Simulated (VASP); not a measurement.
## What goes wrong when the modes of InSe are computed with a bad input

Some phonon runs on InSe get a fault in the input on purpose. Which of them show, and how? The starting structure is a computed structure from the Materials Project.

Main program and level: VASP 6.6.1; Kohn-Sham DFT with plane waves and PAW; LDA.

## Step 1: Starting point

The structure is hexagonal, space group P-6m2 (No. 187). The conventional cell has a = 4.047 Å, b = 4.047 Å, c = 18.052 Å, α = 90.00°, β = 90.00°, γ = 120.00°. Nearest to In lie 3 Se at 2.65 Å and 1 In at 2.79 Å. Nearest to Se lie 3 In at 2.65 Å. Se has 3 In at 2.65 Å nearest. Farther neighbours and most contacts between anions are not listed.

Structure file:

```cif
data_structure
_symmetry_space_group_name_H-M 'P-6m2'
_symmetry_Int_Tables_number 187
_cell_length_a 4.0473
_cell_length_b 4.0473
_cell_length_c 18.0521
_cell_angle_alpha 90.000
_cell_angle_beta 90.000
_cell_angle_gamma 120.000
_cell_volume 256.09
loop_
_atom_site_label
_atom_site_type_symbol
_atom_site_symmetry_multiplicity
_atom_site_Wyckoff_symbol
_atom_site_fract_x
_atom_site_fract_y
_atom_site_fract_z
_atom_site_occupancy
In1 In 2 h 0.33333 0.66667 0.07739 1
In2 In 2 g 0.00000 0.00000 0.42261 1
Se1 Se 2 h 0.33333 0.66667 0.35298 1
Se2 Se 2 i 0.66667 0.33333 0.14700 1
```

## Step 2: Reference modes

The cell comes from a relaxation at this level, not shown (222.94 Å³).

Contents of INCAR:

```
SYSTEM = InSe
PREC = Accurate
ENCUT = 450
EDIFF = 1E-08
NELM = 100
ISMEAR = 0
SIGMA = 0.03
LREAL = .FALSE.
ALGO = Normal
GGA = CA
NBANDS = 47
LORBIT = 11
LWAVE = .FALSE.
LCHARG = .FALSE.
KPAR = 4
IBRION = 8
LEPSILON = .TRUE.
ISIF = 2
```

Contents of POSCAR:

```
InSe
1.0
    3.9776146520      0.0000000000      0.0000000000
   -1.9888073260      3.4447153351      0.0000000000
    0.0000000000      0.0000000000     16.2709593191
In Se
4 4
Direct
    0.3333333333      0.6666666667      0.0843456828
    0.3333333333      0.6666666667      0.9156543172
    0.0000000000      0.0000000000      0.4156612558
    0.0000000000      0.0000000000      0.5843387442
    0.3333333333      0.6666666667      0.3377301405
    0.3333333333      0.6666666667      0.6622698595
    0.6666666667      0.3333333333      0.1623490864
    0.6666666667      0.3333333333      0.8376509136
```

Contents of KPOINTS:

```
Automatic mesh
0
Gamma
6 6 2
0 0 0
```

Potentials, in the order of the species: In_d and Se (LDA family, release 64).

On the command line:

```
$ mpirun -np 4 vasp_std
```

The log of the run:

```text
[banner, memory and clock lines left out]
running    4 mpi-ranks, on    1 nodes
 distrk:  each k-point on    1 cores,    4 groups
 distr:  one band on    1 cores,    1 groups

 POSCAR found type information on POSCAR InSe
 POSCAR found :  2 types and       8 ions
 LDA part: xc-table for (Slater(with rela. corr.)+CA(PZ))
 , standard interpolation
 POSCAR, INCAR and KPOINTS ok, starting setup
 FFT: planning ... GRIDC
 FFT: planning ... GRID_SOFT
 FFT: planning ... GRID
 WAVECAR not read
 entering main loop
       N       E                     dE             d eps       ncg     rms          rms(c)
DAV:   1     0.752088527347E+03    0.75209E+03   -0.31617E+04  1316   0.167E+03
DAV:   2     0.807997330693E+02   -0.67129E+03   -0.65248E+03  1323   0.447E+02
DAV:   3    -0.271559890269E+02   -0.10796E+03   -0.10466E+03  1606   0.193E+02
DAV:   4    -0.340591179249E+02   -0.69031E+01   -0.68596E+01  1561   0.488E+01
DAV:   5    -0.343186934379E+02   -0.25958E+00   -0.25944E+00  1674   0.933E+00    0.110E+01
DAV:   6    -0.334195474521E+02    0.89915E+00   -0.14427E+00  1710   0.161E+01    0.635E+00
DAV:   7    -0.333408351725E+02    0.78712E-01   -0.92624E-01  1945   0.561E+00    0.130E+00
DAV:   8    -0.333295088556E+02    0.11326E-01   -0.10220E-01  1939   0.319E+00    0.110E+00
DAV:   9    -0.333287433120E+02    0.76554E-03   -0.14975E-02  1649   0.497E-01    0.643E-01
DAV:  10    -0.333277605151E+02    0.98280E-03   -0.18410E-03  1989   0.460E-01    0.240E-01
DAV:  11    -0.333276986085E+02    0.61907E-04   -0.62221E-04  1936   0.183E-01    0.382E-02
DAV:  12    -0.333276925543E+02    0.60542E-05   -0.73640E-05  1938   0.590E-02    0.350E-02
DAV:  13    -0.333276942385E+02   -0.16842E-05   -0.97805E-06  1672   0.143E-02    0.751E-03
DAV:  14    -0.333276938536E+02    0.38492E-06   -0.23848E-06  1896   0.163E-02    0.423E-03
DAV:  15    -0.333276938699E+02   -0.16327E-07   -0.32625E-07  1696   0.297E-03    0.139E-03
DAV:  16    -0.333276938628E+02    0.70522E-08   -0.61886E-08  1488   0.177E-03
   1 F= -.33327694E+02 E0= -.33327694E+02  d E =-.693431E-07
 Linear response reoptimize wavefunctions to high precision
DAV:   1    -0.333276938645E+02   -0.16935E-08   -0.15266E-08  1258   0.831E-04
DAV:   2    -0.333276938646E+02   -0.81855E-10   -0.16058E-09   952   0.292E-04
DAV:   3    -0.333276938648E+02   -0.14552E-09   -0.50934E-10   938   0.156E-04
 Linear response G [H, r] |phi>, progress :
  Direction:   1
       N       E                     dE             d eps       ncg     rms
RMM:   1    -0.206843352090E+03   -0.20684E+03    0.15951E+03  1786   0.184E+02
RMM:   2    -0.252642411278E+03   -0.45799E+02   -0.14912E+02  2323   0.518E+01
RMM:   3    -0.256097825800E+03   -0.34554E+01   -0.20057E+01  2330   0.201E+01
RMM:   4    -0.256328814324E+03   -0.23099E+00   -0.25362E+00  2463   0.612E+00
RMM:   5    -0.256325433060E+03    0.33813E-02   -0.44252E-01  2488   0.270E+00
RMM:   6    -0.256337163885E+03   -0.11731E-01   -0.58896E-02  2578   0.853E-01
RMM:   7    -0.256338804569E+03   -0.16407E-02   -0.16205E-02  2679   0.376E-01
RMM:   8    -0.256338449481E+03    0.35509E-03   -0.17573E-03  2797   0.146E-01
RMM:   9    -0.256338690424E+03   -0.24094E-03   -0.18314E-03  2762   0.632E-02
RMM:  10    -0.256338512776E+03    0.17765E-03    0.95077E-04  2845   0.378E-02
RMM:  11    -0.256338592961E+03   -0.80185E-04    0.14144E-03  2817   0.278E-02
RMM:  12    -0.256338560139E+03    0.32822E-04   -0.81910E-04  2790   0.211E-02
RMM:  13    -0.256338592651E+03   -0.32512E-04    0.69778E-04  2748   0.195E-02
RMM:  14    -0.256338583457E+03    0.91941E-05   -0.58755E-04  2817   0.189E-02
RMM:  15    -0.256338582122E+03    0.13349E-05    0.24258E-04  2813   0.185E-02
RMM:  16    -0.256338582850E+03   -0.72824E-06   -0.93719E-04  2878   0.184E-02
 Linear response G [H, r] |phi>, progress :
  Direction:   2
       N       E                     dE             d eps       ncg     rms
RMM:   1    -0.215422889872E+03   -0.21542E+03    0.14363E+03  1808   0.181E+02
RMM:   2    -0.278436243419E+03   -0.63013E+02   -0.15227E+02  2313   0.522E+01
RMM:   3    -0.281556357386E+03   -0.31201E+01   -0.17804E+01  2335   0.197E+01
RMM:   4    -0.281803763734E+03   -0.24741E+00   -0.24190E+00  2429   0.592E+00
RMM:   5    -0.281799748689E+03    0.40150E-02   -0.40447E-01  2429   0.254E+00
RMM:   6    -0.281810056332E+03   -0.10308E-01   -0.99308E-02  2560   0.908E-01
RMM:   7    -0.281808939695E+03    0.11166E-02   -0.20511E-02  2540   0.366E-01
RMM:   8    -0.281808600767E+03    0.33893E-03   -0.69686E-03  2722   0.167E-01
RMM:   9    -0.281808363553E+03    0.23721E-03   -0.25592E-03  2674   0.727E-02
RMM:  10    -0.281808276106E+03    0.87447E-04   -0.11795E-03  2689   0.381E-02
RMM:  11    -0.281808314879E+03   -0.38773E-04   -0.14997E-03  2703   0.235E-02
RMM:  12    -0.281808247782E+03    0.67097E-04   -0.10720E-03  2688   0.191E-02
RMM:  13    -0.281808222999E+03    0.24783E-04   -0.13662E-04  2592   0.173E-02
RMM:  14    -0.281808218640E+03    0.43591E-05    0.12402E-03  2649   0.165E-02
RMM:  15    -0.281808222010E+03   -0.33697E-05   -0.86102E-04  2652   0.162E-02
RMM:  16    -0.281808205877E+03    0.16133E-04    0.21101E-03  2698   0.160E-02
 Linear response G [H, r] |phi>, progress :
  Direction:   3
       N       E                     dE             d eps       ncg     rms
[...]
RMM:   3    -0.108677791409E+00   -0.14604E-03   -0.11706E-03  2388   0.149E-01    0.492E-02
RMM:   4    -0.108667279106E+00    0.10512E-04   -0.23473E-04  2429   0.454E-02    0.210E-02
RMM:   5    -0.108667703509E+00   -0.42440E-06   -0.15779E-04  2435   0.217E-02    0.956E-03
RMM:   6    -0.108653075209E+00    0.14628E-04   -0.47943E-05  2426   0.681E-03    0.912E-03
RMM:   7    -0.108647436058E+00    0.56392E-05   -0.82228E-06  2453   0.287E-03    0.490E-03
RMM:   8    -0.108650561204E+00   -0.31251E-05   -0.13194E-05  2432   0.267E-03    0.141E-03
RMM:   9    -0.108649057017E+00    0.15042E-05    0.26544E-06  2567   0.935E-04    0.489E-04
RMM:  10    -0.108649736578E+00   -0.67956E-06   -0.72183E-07  2545   0.375E-04    0.348E-04
RMM:  11    -0.108649730020E+00    0.65581E-08    0.23000E-06  2511   0.264E-04    0.536E-05
RMM:  12    -0.108649707217E+00    0.22804E-07    0.30343E-06  2647   0.174E-04    0.472E-05
RMM:  13    -0.108649670335E+00    0.36881E-07    0.34287E-06  2621   0.141E-04    0.291E-05
RMM:  14    -0.108649726309E+00   -0.55974E-07    0.37392E-06  2703   0.129E-04    0.486E-06
[...]
RMM:  20    -0.108649711516E+00    0.23182E-07    0.37607E-06  2487   0.122E-04    0.179E-06
RMM:  21    -0.108649697778E+00    0.13737E-07    0.37834E-06  2513   0.122E-04    0.114E-06
RMM:  22    -0.108649658291E+00    0.39488E-07    0.38258E-06  2541   0.122E-04    0.907E-07
RMM:  23    -0.108649723678E+00   -0.65387E-07    0.38279E-06  2554   0.122E-04    0.653E-07
RMM:  24    -0.108649743909E+00   -0.20231E-07    0.38409E-06  2551   0.122E-04    0.670E-07
RMM:  25    -0.108649716538E+00    0.27371E-07    0.38102E-06  2567   0.122E-04    0.693E-07
RMM:  26    -0.108649707558E+00    0.89808E-08    0.38338E-06  2586   0.122E-04    0.419E-07
RMM:  27    -0.108649714434E+00   -0.68769E-08    0.38321E-06  2625   0.122E-04    0.706E-08
 first order change of Fermi-energy   0.24455E+00
 force on displaced ion       5 direction 3 :  -0.000  -0.000  -6.972
 Born effective charge ion    5 direction 3 :   0.000   0.000  -1.938
 Linear response progress:
  Degree of freedom:   7/  8
       N       E                     dE             d eps       ncg     rms          rms(c)
RMM:   1    -0.835099774078E-01   -0.83510E-01    0.74633E-02  7451   0.105E+00
RMM:   2    -0.808297116362E-01    0.26803E-02   -0.19273E-03  5560   0.363E-01    0.120E-01
RMM:   3    -0.814260957462E-01   -0.59638E-03   -0.11627E-03  7003   0.143E-01    0.463E-02
RMM:   4    -0.815983291978E-01   -0.17223E-03   -0.12775E-04  6923   0.433E-02    0.156E-02
RMM:   5    -0.816626991897E-01   -0.64370E-04   -0.13379E-05  7229   0.148E-02    0.629E-03
RMM:   6    -0.816511167709E-01    0.11582E-04   -0.17483E-06  7225   0.466E-03    0.224E-03
RMM:   7    -0.816501670450E-01    0.94973E-06   -0.14459E-06  7576   0.168E-03    0.917E-04
RMM:   8    -0.816518063878E-01   -0.16393E-05   -0.34284E-07  7176   0.665E-04    0.425E-04
RMM:   9    -0.816524719016E-01   -0.66551E-06   -0.33641E-07  7521   0.335E-04    0.131E-04
RMM:  10    -0.816524133202E-01    0.58581E-07   -0.36339E-07  7402   0.214E-04    0.643E-05
RMM:  11    -0.816524406663E-01   -0.27346E-07   -0.37984E-07  7179   0.163E-04    0.770E-06
RMM:  12    -0.816524197927E-01    0.20874E-07   -0.32452E-07  6972   0.147E-04    0.182E-05
RMM:  13    -0.816524308934E-01   -0.11101E-07   -0.35413E-07  7144   0.139E-04    0.406E-06
RMM:  14    -0.816524400835E-01   -0.91901E-08   -0.32904E-07  6731   0.135E-04    0.527E-06
RMM:  15    -0.816524399203E-01    0.16323E-09   -0.36587E-07  6548   0.134E-04    0.440E-06
RMM:  16    -0.816524297702E-01    0.10150E-07   -0.36396E-07  6502   0.134E-04    0.442E-06
RMM:  17    -0.816524323197E-01   -0.25495E-08   -0.35715E-07  6567   0.134E-04    0.416E-06
RMM:  18    -0.816524063492E-01    0.25971E-07   -0.37301E-07  6626   0.133E-04    0.421E-06
 first order change of Fermi-energy  -0.45880E-04
 force on displaced ion       7 direction 1 :  -5.584  -0.002  -0.000
 Born effective charge ion    7 direction 1 :  -2.514   0.000   0.000
 Linear response progress:
  Degree of freedom:   8/  8
       N       E                     dE             d eps       ncg     rms          rms(c)
RMM:   1    -0.110282688630E+00   -0.11028E+00    0.93460E-02  2595   0.106E+00
RMM:   2    -0.108603997691E+00    0.16787E-02   -0.31889E-03  1986   0.338E-01    0.135E-01
RMM:   3    -0.108632401568E+00   -0.28404E-04   -0.92345E-04  2392   0.145E-01    0.493E-02
RMM:   4    -0.108638026539E+00   -0.56250E-05   -0.19566E-04  2427   0.444E-02    0.209E-02
RMM:   5    -0.108634040781E+00    0.39858E-05   -0.10310E-04  2430   0.211E-02    0.962E-03
RMM:   6    -0.108623912830E+00    0.10128E-04   -0.42943E-05  2414   0.679E-03    0.953E-03
RMM:   7    -0.108618916008E+00    0.49968E-05   -0.10105E-05  2461   0.274E-03    0.544E-03
RMM:   8    -0.108620312272E+00   -0.13963E-05   -0.91667E-06  2427   0.275E-03    0.169E-03
RMM:   9    -0.108619538010E+00    0.77426E-06   -0.22203E-07  2563   0.927E-04    0.641E-04
RMM:  10    -0.108620236313E+00   -0.69830E-06   -0.49758E-06  2578   0.358E-04    0.540E-04
RMM:  11    -0.108620467994E+00   -0.23168E-06   -0.27193E-06  2475   0.297E-04    0.116E-04
RMM:  12    -0.108620445419E+00    0.22575E-07   -0.26767E-06  2611   0.174E-04    0.457E-05
RMM:  13    -0.108620437897E+00    0.75220E-08   -0.21421E-06  2619   0.135E-04    0.560E-05
RMM:  14    -0.108620470082E+00   -0.32185E-07   -0.26676E-06  2643   0.127E-04    0.259E-05
[...]
RMM:  26    -0.108620509455E+00   -0.34109E-07   -0.28008E-06  2597   0.114E-04    0.917E-07
RMM:  27    -0.108620513492E+00   -0.40370E-08   -0.27676E-06  2615   0.114E-04    0.774E-07
RMM:  28    -0.108620488911E+00    0.24581E-07   -0.27517E-06  2626   0.114E-04    0.650E-07
RMM:  29    -0.108620499690E+00   -0.10779E-07   -0.27410E-06  2638   0.114E-04    0.645E-07
RMM:  30    -0.108620481751E+00    0.17939E-07   -0.27492E-06  2644   0.114E-04    0.485E-07
RMM:  31    -0.108620504103E+00   -0.22352E-07   -0.27362E-06  2658   0.114E-04    0.430E-07
RMM:  32    -0.108620503784E+00    0.31913E-09   -0.27425E-06  2665   0.114E-04    0.422E-07
RMM:  33    -0.108620472440E+00    0.31344E-07   -0.27145E-06  2674   0.114E-04    0.436E-07
 first order change of Fermi-energy  -0.22960E+00
 force on displaced ion       7 direction 3 :   0.000  -0.000  -6.826
 Born effective charge ion    7 direction 3 :   0.000  -0.000  -1.864
 Born effective charges drift removed
 Linear response finished
```

Wall time 16 min (4 MPI ranks of Intel Xeon 6975P-C (Granite Rapids), shared host); peak memory 3.6 GiB.

The logs omit lines about the potential files and the build; timing stands in the text.

(Continued in part 2 of 3.)

[Lines on the potential files, build, host, timing and source positions are cut from VASP's logs without a mark.]

[Logs are printed without paths, hosts, clocks, repeated set-up lines and the standing remarks that a program may print on its own settings, such as how far it seeks lower states.]

[Hosts, paths, dates, database ids (printed as entryN), source tags and the programs' standing remarks are cut or masked in the printed files.]
